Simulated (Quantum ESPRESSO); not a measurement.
# BAs (F-43m) in Quantum ESPRESSO: notebook, part 2 of 4

Quantum ESPRESSO 7.5. Earlier steps stand in the parts before.

## (3) Phonons, PBE

File pw.in:

```
&CONTROL
  calculation = 'scf'
  prefix = 'pwscf'
  outdir = './tmp'
  pseudo_dir = './pseudo'
  tprnfor = .true.
  tstress = .true.
  disk_io = 'low'
/
&SYSTEM
  ibrav = 0
  nat = 2
  ntyp = 2
  ecutwfc = 55
  ecutrho = 440
  nbnd = 9
  occupations = 'smearing'
  smearing = 'fd'
  degauss = 0.00367493
/
&ELECTRONS
  conv_thr = 4d-10
  electron_maxstep = 120
  mixing_beta = 0.5
/
ATOMIC_SPECIES
As    74.9216 As.pbe-n-rrkjus_psl.0.2.UPF
B     10.8100 b_pbe_v1.4.uspp.F.UPF
CELL_PARAMETERS angstrom
   0.0000000000    2.3885000000    2.3885000000
   2.3885000000    0.0000000000    2.3885000000
   2.3885000000    2.3885000000    0.0000000000
ATOMIC_POSITIONS crystal
As     0.7500000000    0.7500000000    0.7500000000
B      0.0000000000    0.0000000000    0.0000000000
K_POINTS automatic
8 8 8 1 1 1
```

File scf2.in:

```
&CONTROL
  calculation = 'scf'
  prefix = 'pwscf'
  outdir = './tmp'
  pseudo_dir = './pseudo'
  tprnfor = .true.
  tstress = .true.
  disk_io = 'low'
/
&SYSTEM
  ibrav = 0
  nat = 2
  ntyp = 2
  ecutwfc = 55
  ecutrho = 440
  nbnd = 9
  occupations = 'fixed'
/
&ELECTRONS
  conv_thr = 1d-13
  electron_maxstep = 120
  mixing_beta = 0.5
  startingpot = 'file'
  startingwfc = 'file'
/
ATOMIC_SPECIES
As    74.9216 As.pbe-n-rrkjus_psl.0.2.UPF
B     10.8100 b_pbe_v1.4.uspp.F.UPF
CELL_PARAMETERS angstrom
   0.0000000000    2.3885000000    2.3885000000
   2.3885000000    0.0000000000    2.3885000000
   2.3885000000    2.3885000000    0.0000000000
ATOMIC_POSITIONS crystal
As     0.7500000000    0.7500000000    0.7500000000
B      0.0000000000    0.0000000000    0.0000000000
K_POINTS automatic
8 8 8 1 1 1
```

File ph.in:

```
phonons of BAs
&INPUTPH
  prefix = 'pwscf'
  outdir = './tmp'
  tr2_ph = 1d-18
  fildyn = 'dyn'
  niter_ph = 90
  alpha_mix(1) = 0.7
  epsil = .true.
/
0.0000000000 0.0000000000 0.0000000000
```

File dynmat.in:

```
&INPUT
  fildyn = 'dyn'
  asr = 'crystal'
  lperm = .true.
  filout = 'dynmat.disp'
  fileig = 'dynmat.eig'
/
```

File dynmat_lo.in:

```
&INPUT
  fildyn = 'dyn'
  asr = 'crystal'
  filout = 'dynmat_lo.disp'
  fileig = 'dynmat_lo.eig'
  q(1) = 0
  q(2) = 0
  q(3) = 1
/
```

Potentials or basis: SSSP 1.3 efficiency PBE.

On the command line:

```console
OMP_NUM_THREADS=1 mpirun -n 4 pw.x -nk 4 -in pw.in > pw.out
OMP_NUM_THREADS=1 mpirun -n 4 pw.x -nk 4 -in scf2.in > scf2.out
OMP_NUM_THREADS=1 mpirun -n 4 ph.x -nk 4 -in ph.in > ph.out
OMP_NUM_THREADS=1 mpirun -n 1 dynmat.x -in dynmat.in > dynmat.out
OMP_NUM_THREADS=1 mpirun -n 1 dynmat.x -in dynmat_lo.in > dynmat_lo.out
```

pw.out:

```text
This program is part of the open-source Quantum ESPRESSO suite
     for quantum simulation of materials; please cite
[... 6 lines left out ...]
     using ibrav=0 with symmetry is DISCOURAGED, use correct ibrav instead

     K-points division:     npool     =       4
     Subspace diagonalization in iterative solution of the eigenvalue problem:
     a serial algorithm will be used

     G-vector sticks info
     --------------------
     sticks:   dense  smooth     PW     G-vecs:    dense   smooth      PW
     Sum        1237     613    199                28763    10081    1837

     Using Slab Decomposition

     bravais-lattice index     =            0
     lattice parameter (alat)  =       6.3832  a.u.
     unit-cell volume          =     183.9087 (a.u.)^3
     number of atoms/cell      =            2
     number of atomic types    =            2
     number of electrons       =         8.00
     number of Kohn-Sham states=            9
     kinetic-energy cutoff     =      55.0000  Ry
     charge density cutoff     =     440.0000  Ry
     scf convergence threshold =      4.0E-10
     mixing beta               =       0.5000
     number of iterations used =            8  plain     mixing
     Exchange-correlation=  SLA  PW   PBX  PBC
                           (   1   4   3   4   0   0   0)

     celldm(1)=   6.383210  celldm(2)=   0.000000  celldm(3)=   0.000000
     celldm(4)=   0.000000  celldm(5)=   0.000000  celldm(6)=   0.000000

[... 8 lines left out ...]
               b(3) = (  0.707107  0.707107 -0.707107 )

     PseudoPot. # 1 for As read from file:
     As.pbe-n-rrkjus_psl.0.2.UPF
     Pseudo is Ultrasoft + core correction, Zval =  5.0
     Generated using "atomic" code by A. Dal Corso  v.5.0.99 svn rev. 10869
     Using radial grid of 1209 points,  4 beta functions with:
                l(1) =   0
                l(2) =   0
                l(3) =   1
                l(4) =   1
     Q(r) pseudized with 0 coefficients

     PseudoPot. # 2 for B  read from file:
     b_pbe_v1.4.uspp.F.UPF
     Pseudo is Ultrasoft + core correction, Zval =  3.0
     Generated by new atomic code, or converted to UPF format
     Using radial grid of  781 points,  4 beta functions with:
                l(1) =   0
                l(2) =   0
                l(3) =   1
                l(4) =   1
     Q(r) pseudized with  8 coefficients,  rinner =    1.100   1.100   1.100

     atomic species   valence    mass     pseudopotential
     As                5.00    74.92160     As( 1.00)
     B                 3.00    10.81000     B ( 1.00)

     24 Sym. Ops. (no inversion) found

   Cartesian axes

     site n.     atom                  positions (alat units)
         1        As     tau(   1) = (   1.0606602   1.0606602   1.0606602  )
         2        B      tau(   2) = (   0.0000000   0.0000000   0.0000000  )

     number of k points=    60  Fermi-Dirac smearing, width (Ry)=  0.0037
                       cart. coord. in units 2pi/alat
        k(    1) = (   0.0441942   0.0441942   0.0441942), wk =   0.0078125
        k(    2) = (   0.1325825   0.1325825  -0.0441942), wk =   0.0234375
        k(    3) = (   0.2209709   0.2209709  -0.1325825), wk =   0.0234375
        k(    4) = (   0.3093592   0.3093592  -0.2209709), wk =   0.0234375
        k(    5) = (  -0.3093592  -0.3093592   0.3977476), wk =   0.0234375
        k(    6) = (  -0.2209709  -0.2209709   0.3093592), wk =   0.0234375
[... 52 lines left out ...]
        k(   59) = (   0.3093592   0.3093592   0.3093592), wk =   0.0078125
        k(   60) = (  -0.3093592  -0.3093592   0.9280777), wk =   0.0234375

     Dense  grid:    28763 G-vectors     FFT dimensions: (  45,  45,  45)

     Smooth grid:    10081 G-vectors     FFT dimensions: (  32,  32,  32)

     Initial potential from superposition of free atoms

     starting charge       7.9995, renormalised to       8.0000
     Starting wfcs are    8 randomized atomic wfcs +    1 random wfcs

     Self-consistent Calculation

     iteration #  1     ecut=    55.00 Ry     beta= 0.50
     Davidson diagonalization with overlap
     ethr =  1.00E-02,  avg # of iterations =  4.8

     total energy              =     -24.56604333 Ry
     estimated scf accuracy    <       0.15158248 Ry

     iteration #  2     ecut=    55.00 Ry     beta= 0.50
     Davidson diagonalization with overlap
     ethr =  1.89E-03,  avg # of iterations =  1.0

     total energy              =     -24.59356536 Ry
     estimated scf accuracy    <       0.01028797 Ry

     iteration #  3     ecut=    55.00 Ry     beta= 0.50
     Davidson diagonalization with overlap
     ethr =  1.29E-04,  avg # of iterations =  2.1

     total energy              =     -24.59421110 Ry
     estimated scf accuracy    <       0.00177567 Ry

     iteration #  4     ecut=    55.00 Ry     beta= 0.50
     Davidson diagonalization with overlap
     ethr =  2.22E-05,  avg # of iterations =  2.3

     total energy              =     -24.59430355 Ry
     estimated scf accuracy    <       0.00002589 Ry

     iteration #  5     ecut=    55.00 Ry     beta= 0.50
     Davidson diagonalization with overlap
     ethr =  3.24E-07,  avg # of iterations =  3.4
[... 8 lines left out ...]
     total energy              =     -24.59431219 Ry
     estimated scf accuracy    <       0.00000006 Ry

     iteration #  7     ecut=    55.00 Ry     beta= 0.50
     Davidson diagonalization with overlap
     ethr =  6.88E-10,  avg # of iterations =  2.7

     total energy              =     -24.59431222 Ry
     estimated scf accuracy    <          8.5E-09 Ry

     iteration #  8     ecut=    55.00 Ry     beta= 0.50
     Davidson diagonalization with overlap
     ethr =  1.07E-10,  avg # of iterations =  1.2

     total energy              =     -24.59431222 Ry
     estimated scf accuracy    <          4.2E-10 Ry

     iteration #  9     ecut=    55.00 Ry     beta= 0.50
     Davidson diagonalization with overlap
     ethr =  5.22E-12,  avg # of iterations =  2.0

     End of self-consistent calculation

          k = 0.0442 0.0442 0.0442 (  1249 PWs)   bands (ev):

    -6.6779   8.0077   8.5138   8.5138  12.0761  12.1175  12.1175  13.8044
    18.6713

          k = 0.1326 0.1326-0.0442 (  1283 PWs)   bands (ev):

    -6.3385   6.1463   7.3825   8.3145  12.2536  12.4407  13.0469  15.1578
    19.7946

          k = 0.2210 0.2210-0.1326 (  1278 PWs)   bands (ev):

    -5.5220   3.2600   6.7070   7.6147  11.9946  13.2103  13.7182  16.7098
    19.4162

          k = 0.3094 0.3094-0.2210 (  1269 PWs)   bands (ev):

    -4.3985   0.8347   6.3982   7.0144  11.7461  13.5168  13.5888  17.7119
    20.7912

          k =-0.3094-0.3094 0.3977 (  1258 PWs)   bands (ev):

    -3.8592  -0.0391   6.4660   6.7055  11.6727  13.3454  13.6952  17.8414
    21.2955

          k =-0.2210-0.2210 0.3094 (  1267 PWs)   bands (ev):

    -4.7799   1.5459   6.7544   6.8753  11.7924  13.2520  13.9469  17.3282
    20.1835
[... 86 lines left out ...]
          k = 0.0442-0.4861 0.5745 (  1263 PWs)   bands (ev):

    -2.6524   0.5530   2.8242   4.9498  11.0860  14.3015  17.2120  18.2472
    19.7549

          k = 0.1326-0.3977 0.4861 (  1262 PWs)   bands (ev):

    -3.2945   0.4453   3.8051   5.7784  11.9196  14.4741  16.1183  17.6664
    19.2292

          k = 0.2210-0.3094 0.3977 (  1260 PWs)   bands (ev):

    -3.9636   0.3649   5.8097   6.5835  12.0764  13.2770  14.2324  17.7848
    20.6697

          k =-0.6629 0.0442 0.0442 (  1264 PWs)   bands (ev):

    -2.6809   0.3092   4.3566   4.6488  10.0757  10.5511  19.8007  19.8041
    21.5297

          k =-0.5745 0.1326-0.0442 (  1261 PWs)   bands (ev):

    -3.2935   1.1645   4.0525   4.7297  10.6744  11.9031  17.7370  18.9785
    21.1610

          k =-0.4861 0.2210-0.1326 (  1261 PWs)   bands (ev):

    -3.7862   1.1750   4.3348   5.5620  11.5685  14.5805  15.3147  16.7580
    20.6641

          k =-0.4861 0.0442 0.0442 (  1272 PWs)   bands (ev):

    -4.2364   2.4220   4.9489   5.1653  10.1108  11.8287  17.7998  17.9170
    20.6315

          k =-0.3977 0.1326-0.0442 (  1275 PWs)   bands (ev):

    -4.8689   3.1787   5.1085   5.9411  11.1262  13.4298  15.4623  16.5402
    20.0887

          k =-0.3094 0.0442 0.0442 (  1285 PWs)   bands (ev):

    -5.6678   4.9244   6.3210   6.3635  10.7524  13.8494  15.2560  15.3519
    18.8877

          k = 0.1326 0.1326 0.1326 (  1278 PWs)   bands (ev):

    -6.1718   5.1849   7.8447   7.8447  11.9298  12.9852  12.9852  15.7752
    19.9760

          k = 0.2210 0.2210 0.0442 (  1281 PWs)   bands (ev):

    -5.6774   4.1888   5.8362   7.8441  12.5568  13.1024  13.9020  15.9019
    18.7608

          k = 0.3094 0.3094-0.0442 (  1269 PWs)   bands (ev):

    -4.7461   2.5106   4.3884   7.1131  12.4757  14.1112  14.7843  16.1816
    18.8948

          k =-0.3094-0.3094 0.5745 (  1262 PWs)   bands (ev):

    -3.6766   0.6119   4.2614   6.3613  11.9204  14.6427  14.8734  17.8655
    20.1799

          k =-0.2210-0.2210 0.4861 (  1260 PWs)   bands (ev):
[... 99 lines left out ...]
          k =-0.1326-0.3094 0.7513 (  1262 PWs)   bands (ev):

    -2.7486   0.6860   2.8099   4.7075  12.3352  15.1944  15.9304  17.2187
    19.5283

          k =-0.8397 0.2210 0.2210 (  1262 PWs)   bands (ev):

    -3.1562   0.4998   3.5312   5.6506  11.2156  15.4833  16.3091  16.7147
    19.9787

          k = 0.3094 0.3094 0.3094 (  1254 PWs)   bands (ev):

    -4.1166   0.2342   6.8841   6.8841  11.3902  13.4567  13.4567  17.7139
    21.2336

          k =-0.3094-0.3094 0.9281 (  1263 PWs)   bands (ev):

    -3.7107   0.0964   5.4454   6.5163  11.9940  13.6689  14.2036  18.0495
    20.8662

     the Fermi energy is     9.2460 ev

!    total energy              =     -24.59431222 Ry
     estimated scf accuracy    <          1.2E-10 Ry
     smearing contrib. (-TS)   =      -0.00000000 Ry
     internal energy E=F+TS    =     -24.59431222 Ry

     The total energy is F=E-TS. E is the sum of the following terms:
     one-electron contribution =       6.33308517 Ry
     hartree contribution      =       1.23493229 Ry
     xc contribution           =     -12.22891100 Ry
     ewald contribution        =     -19.93341868 Ry

     convergence has been achieved in   9 iterations

     Forces acting on atoms (cartesian axes, Ry/au):

     atom    1 type  1   force =     0.00000000    0.00000000    0.00000000
     atom    2 type  2   force =     0.00000000   -0.00000000   -0.00000000

     Total force =     0.000000     Total SCF correction =     0.000000

     Computing stress (Cartesian axis) and pressure

          total   stress  (Ry/bohr**3)                   (kbar)     P=       34.37
   0.00023361   0.00000000   0.00000000           34.37        0.00        0.00
   0.00000000   0.00023361   0.00000000            0.00       34.37        0.00
   0.00000000   0.00000000   0.00023361            0.00        0.00       34.37

=------------------------------------------------------------------------------=
   JOB DONE.
=------------------------------------------------------------------------------=
```

Wall time 45 s (4 MPI ranks of Arm Neoverse V1, shared host); peak memory 0.44 GiB.

Results:

- Free energy: -334.6227 eV
- Pressure after relaxing: 3.4 GPa
- Electronic dielectric tensor (diagonal): 9.79
- Born charges (mean of the diagonal): As +0.49; B -0.49 e
- Highest phonon frequency at Γ, LO-TO splitting left out: 699 cm⁻¹
- Static dielectric tensor (diagonal): 9.89

Phonon frequencies in cm⁻¹ (negative: imaginary):
```csv
q point,frequencies
"(0.000, 0.000, 0.000)",-2 -2 -2 699 699 699
```

Electronic dielectric tensor:
```
9.79 0.00 0.00
0.00 9.79 0.00
0.00 0.00 9.79
```

Born effective charge tensors (e):
atom 1, As
```
0.49 0.00 0.00
0.00 0.49 0.00
0.00 0.00 0.49
```
atom 2, B
```
-0.49  0.00  0.00
 0.00 -0.49  0.00
 0.00  0.00 -0.49
```

Optical modes at Γ, degenerate ones joined, polar ones without the macroscopic field:
```csv
cm⁻¹,components,symmetry,active in,"IR intensity, summed ((D/Å)²/amu)"
699,3,T2,IR and Raman,1.74
```

Zone-centre frequencies without and with the macroscopic field along z (cm⁻¹):
```csv
,optical modes in rising order
without,699 699 699
with the field,699 699 702
```

Static dielectric tensor, electrons and zone-centre modes:
```
9.89 0.00 0.00
0.00 9.89 0.00
0.00 0.00 9.89
```

Caveat: the cell is more than 3 GPa from zero pressure, which shifts response properties.

[end of part 2 of 4]
